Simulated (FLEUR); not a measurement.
BN: equation of state with RPBE

**What was measured.**

“Effect of nanostructuration on compressibility of cubic BN”, 2012, arxiv:1208.3664 quotes, for a bulk crystal of BN at 300 K: bulk modulus 395 ± 2 GPa.

BN:

```
N B
1.0
     0.00000    1.81300    1.81300
     1.81300    0.00000    1.81300
     1.81300    1.81300    0.00000
N B
1 1
Cartesian
  0.9065 0.9065 0.9065
  0.0000 0.0000 0.0000
```

The cell is a database's computed one.

* Program: FLEUR MaX-R8.1 (later development tree)
* Task: equation of state
* Functional: RPBE
* Potentials or basis: all-electron
* Basis: FLAPW
* Kmax: 5.26 1/bohr
* k mesh: 13 × 13 × 13
* Occupations: fermi-dirac, width 0.05 eV
* Spin: no spin polarisation
* inpgen profile: fastHighL
* Gmax: 16.3 1/bohr
* Muffin-tin radii: N 1.33, B 1.33 bohr
* lmax: N 8, B 8
* Local orbitals a species: N 3, B 3

| Item | Value |
| --- | --- |
| Equilibrium volume | 6.05 Å³/atom |
| Bulk modulus | 359 GPa |
| Pressure derivative of the bulk modulus | 3.6 (rough: it moves with the points fitted) |

Energy against volume, from the lowest point:
```csv
volume (Å³/atom),energy (meV/atom)
5.602,39.88
5.721,20.00
5.959,0.00
6.198,2.53
6.317,11.10
```

Against the measured bulk modulus of BN, 395 GPa (300 K; quoted in “Effect of nanostructuration on compressibility of cubic BN”, 2012, arxiv:1208.3664), the calculated 359 GPa is off by -9.1 %. The fit is for a static lattice scaled at fixed shape and fixed fractional positions.
